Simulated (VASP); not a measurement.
A VASP 6.6.1 single-point calculation on Mg2Ge

INCAR

```
LREAL = .FALSE.
NELM = 87
ISMEAR = -1
LASPH = .TRUE.
ENCUT = 520
NSW = 0
NELMDL = -12
PREC = Accurate
NBANDS = 16
ISIF = 2
LWAVE = .FALSE.
EDIFF = 1E-7
LCHARG = .FALSE.
SIGMA = 0.02
IBRION = -1
GGA = PE
```

KPOINTS

```
KPOINTS created by Atomic Simulation Environment
0
Gamma
8 8 8
0 0 0
```

POSCAR

```
Ge Mg
 1.0000000000000000
     0.0000000000000000    3.2785942747000001    3.2785942747000001
     3.2785942747000001    0.0000000000000000    3.2785942747000001
     3.2785942747000001    3.2785942747000001    0.0000000000000000
 Ge  Mg
   1   2
Cartesian
  0.0000000000000000  0.0000000000000000  0.0000000000000000
  1.6392971373500000  1.6392971373500000  1.6392971373500000
  4.9178914120500004  4.9178914120500004  4.9178914120500004
```

The recommended PBE PAW datasets give the neutral cell 18 valence electrons.

Command

```
mpirun -np 1 vasp_std
```

Question: How does this run end, and what does it give?

Answer: It converged. Results: gap between bands v and c on the k mesh 0.21 eV; least direct gap on the k mesh 0.60 eV; pressure -2.9 GPa. Band v is the last that the valence electrons fill when counted band by band, and c is the next.

OSZICAR

```
N       E                     dE             d eps       ncg     rms          rms(c)
DAV:   1     0.850052660061E+02    0.85005E+02   -0.87500E+03  1008   0.182E+03
DAV:   2     0.303820342357E+01   -0.81967E+02   -0.78592E+02   992   0.408E+02
DAV:   3    -0.846973658528E+01   -0.11508E+02   -0.11422E+02  1144   0.908E+01
DAV:   4    -0.879251568044E+01   -0.32278E+00   -0.32272E+00  1152   0.155E+01
DAV:   5    -0.879961964184E+01   -0.71040E-02   -0.71039E-02  1192   0.255E+00
DAV:   6    -0.879989502310E+01   -0.27538E-03   -0.27538E-03  1184   0.409E-01
DAV:   7    -0.879991022306E+01   -0.15200E-04   -0.15200E-04  1368   0.921E-02
DAV:   8    -0.879991047740E+01   -0.25434E-06   -0.25430E-06  1176   0.840E-03
DAV:   9    -0.879991048993E+01   -0.12532E-07   -0.12555E-07   904   0.175E-03
DAV:  10    -0.879991049044E+01   -0.50659E-09   -0.47629E-09   800   0.481E-04
DAV:  11    -0.879991049051E+01   -0.78217E-10   -0.12129E-09   704   0.289E-04
DAV:  12    -0.879991049066E+01   -0.15007E-09   -0.50631E-10   624   0.186E-04    0.312E+00
DAV:  13    -0.839024489097E+01    0.40967E+00   -0.47639E-01  1088   0.338E+00    0.159E+00
DAV:  14    -0.831460644056E+01    0.75638E-01   -0.24817E-01  1160   0.300E+00    0.550E-01
DAV:  15    -0.831578396737E+01   -0.11775E-02   -0.22757E-02  1168   0.216E+00    0.112E-01
DAV:  16    -0.831544686308E+01    0.33710E-03   -0.25376E-03  1184   0.817E-01    0.368E-02
DAV:  17    -0.831546302736E+01   -0.16164E-04   -0.12958E-04  1048   0.837E-02    0.116E-02
DAV:  18    -0.831547612552E+01   -0.13098E-04   -0.24084E-05   984   0.283E-02    0.454E-03
DAV:  19    -0.831547621602E+01   -0.90494E-07   -0.24106E-06  1168   0.165E-02    0.155E-03
DAV:  20    -0.831547604344E+01    0.17257E-06   -0.28554E-07  1024   0.529E-03    0.314E-04
DAV:  21    -0.831547596445E+01    0.78996E-07   -0.98107E-09   568   0.739E-04
   1 F= -.83154760E+01 E0= -.83154687E+01  d E =-.144787E-04
```

For comparison, a separate PBE run of the intended cell, on usual settings and not on those above, gives a gap of 0.21 eV on its mesh and a pressure of -2.9 GPa.
